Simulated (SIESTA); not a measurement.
The system is GaN.

```
Ga N
1.0
     3.18000    0.00000    0.00000
    -1.59000    2.75396    0.00000
     0.00000    0.00000    5.16600
Ga N
2 2
Direct
  0.66667 0.33333 0.50000
  0.33333 0.66667 0.00000
  0.66667 0.33333 0.87500
  0.33333 0.66667 0.37500
```

| Property | Result |
| --- | --- |
| Program | SIESTA 5.4.2 |
| Task | relaxation of cell and atoms |
| Functional | vdW-DF2 |
| Potentials or basis | PseudoDojo 0.4 standard (PBE files) |
| Basis | DZP (energy shift 0.002 Ry; radii capped at 9.5 bohr) |
| Grid cutoff | 800 Ry |
| Energy shift | 0.002 Ry |
| k mesh | 10 × 10 × 5 |
| Occupations | fermi-dirac, width 0.05 eV |
| Spin | no spin polarisation |

At the start: pressure 21.7 GPa; volume 11.31 Å³/atom.

Task: Where does the relaxation end?

Result: Over 13 steps the energy falls by 88.9 meV/atom and the volume is 12.79 Å³/atom (+13.1 %); space group P6_3mc (No. 186, to 0.05 Å).

Step by step:
```tsv
step	energy change (eV)	largest force (eV/Å)	pressure (GPa)	volume (Å³)
1	0.0000	0.1038	21.71	45.24
2	-0.1775	0.0454	14.26	46.82
3	-0.3256	0.2060	5.09	49.39
4	-0.3377	0.3058	-1.99	52.06
5	-0.3468	0.2752	0.27	51.07
6	0.0529	2.4923	-0.50	52.39
7	-0.3545	0.0918	-0.14	51.20
8	-0.3550	0.0597	0.38	50.97
9	-0.3555	0.0065	0.16	51.06
10	-0.3556	0.0199	-0.11	51.18
11	-0.3556	0.0134	-0.04	51.15
12	-0.3554	0.0445	-0.12	51.19
13	-0.3557	0.0033	-0.06	51.16
```

Final structure:
```
Ga N
1.0
     3.30395    0.00015    0.00000
    -1.65184    2.86138    0.00000
     0.00000    0.00000    5.41129
Ga N
2 2
Direct
  0.66670 0.33330 0.49966
  0.33330 0.66670 0.99966
  0.66671 0.33329 0.87541
  0.33329 0.66671 0.37541
```

Caveat: semicore shells carry a single zeta, which can move pressures by several GPa and volumes by a few percent; the potentials were made for another functional, which shifts forces and pressure; the volume moved by +13 % from the deposited cell, more than functionals usually miss; the basis of atomic orbitals isn't converged, which shifts pressures, moduli and gaps.
